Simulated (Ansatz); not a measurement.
This is a single-point calculation with Ansatz on ZnO (wurtzite); the level of theory is r2SCAN. The cell was relaxed with r2SCAN and then strained (isotropic +3.0 % on every length), with the atoms relaxed again with r2SCAN; k points keep the names of the unstrained zone.

```yaml
crystal:
  lattice:
    - [3.3324010929, 0.0, 0.0]
    - [-1.6662005465, 2.885944002, 0.0]
    - [0.0, 0.0, 5.3672803865]
  atoms:
    - { symbol: Zn, position: [0.3333333333, 0.6666666667, -0.0023477533] }
    - { symbol: Zn, position: [0.6666666667, 0.3333333333, 0.4976522467] }
    - { symbol: O, position: [0.3333333333, 0.6666666667, 0.3773477533] }
    - { symbol: O, position: [0.6666666667, 0.3333333333, 0.8773477533] }
kpoints:
  mp_grid: { grid: [12, 12, 6] }
  band_path:
    path:
      - [0.0, 0.0, 0.0]
      - [0.5, 0.0, 0.0]
      - [0.3333333333, 0.3333333333, 0.0]
      - [0.0, 0.0, 0.5]
      - [0.5, 0.0, 0.5]
      - [0.3333333333, 0.3333333333, 0.5]
      - [0.0, 0.0, -0.010417]
    npoints: 1
hamiltonian:
  xc: r2scan
scf:
  occupations: { method: fixed }
  n_extra_bands: 5
output:
  forces: true
  stress: true
  eigenvalues: true
```

In the abridged output below, numbers in square brackets stand for lines, or ends of lines, that were taken out.
```
Functional definition: r2SCAN
Crystal: 4 atoms, lattice volume = 51.618 Å³
Basis set: ecut = 500 eV, 1315 PW (Γ)
Bands: 23, of which v1, the nominal top of the filled ones, is band 18 counted from 1 (17 counted from 0)
Symmetry: 12 space group operations
Space group: P63mc (ITA 186)
k-points: 76 of 864 (time reversal used)
SCF converged after 8 iterations
Free energy (F): -7789.690822 eV
[1]
--- Per-component energies (eV) ---
  E_band       = 13.312553
  E_kinetic    = 608.024943
  E_local      = -4138.859499
  E_nonlocal   = 1342.191937
  E_hartree    = 1703.341245
  E_xc         = -390.741114
  E_vxc        = -313.089861
  E_paw        = -4029.469556
  E_vpaw       = -910.767262
  E_vtau       = 19.134936
  E_ewald      = -2883.751729
  E_core_change = -0.429119
--- Forces (eV/Å), atoms counted from 1 ---
  atom   1  Zn      0.00000      0.00000      0.00000
  atom   2  Zn      0.00000      0.00000      0.00000
  atom   3  O       0.00000      0.00000    -0.00008
  atom   4  O       0.00000      0.00000    -0.00008
--- Stress (GPa, compression-positive) ---
[2]
--- Band table (eV; the first three rows and the last of 76) ---
[3]
```

The rows of the band table are 0: (0, 0, 0) = Γ, 1: (0, 0, 1/6), 2: (0, 0, 1/3), 75: (1/3, 1/3, -1/2) = H.

Question: Give the withheld lines. They hold the stress, the Fermi energy and the band table.

Answer:
```
[1]
Fermi energy:    5.688348 eV
[2]
      -11.000932       0.000000       0.000000
        0.000000     -11.000932       0.000000
        0.000000       0.000000     -10.851411
  P = ⅓ Tr σ = -10.9511 GPa (-109.511 kbar)
[3]
  k-point 0: bands = […, 1.6564, 4.9743, 4.9743, 5.6220, 5.6883, 5.6883, 6.7894, 11.2259, 14.1983, 18.9806, …]
  k-point 1: bands = […, 2.0089, 5.0234, 5.0234, 5.1112, 5.6419, 5.6419, 7.3823, 10.9746, 14.4290, 18.9861, …]
  k-point 2: bands = […, 2.7118, 4.3184, 5.1567, 5.1567, 5.5139, 5.5139, 8.3761, 10.3130, 15.0864, 17.5630, …]
  k-point 75: bands = […, 2.1392, 2.1392, 3.2148, 3.2148, 4.5749, 4.5749, 13.9326, 13.9326, 14.0514, 14.0514, …]
```
The trailing digits, and the zero of the energies, depend on the potentials and thresholds.

With r2SCAN the gap is 1.10 eV and direct, at Γ. The gap is the least over the mesh and the extra points. The mean pressure is -10.95 GPa (compression positive), so r2SCAN would shrink the cell's volume.

Command: `ansatz run input.yaml --threads 2 --pin off --max-ram 20275MiB --backend cpu --events-out ev --progress --plain --runs-dir out`.

Question: It took 7.4 s on 2 threads of AMD EPYC 7R13 Processor (Zen 3), with other jobs on the host, load about 1.6 per core. What peak of host memory did it reach?

Answer: About 0.52 GiB.

Calculated for a static, non-magnetic cell.
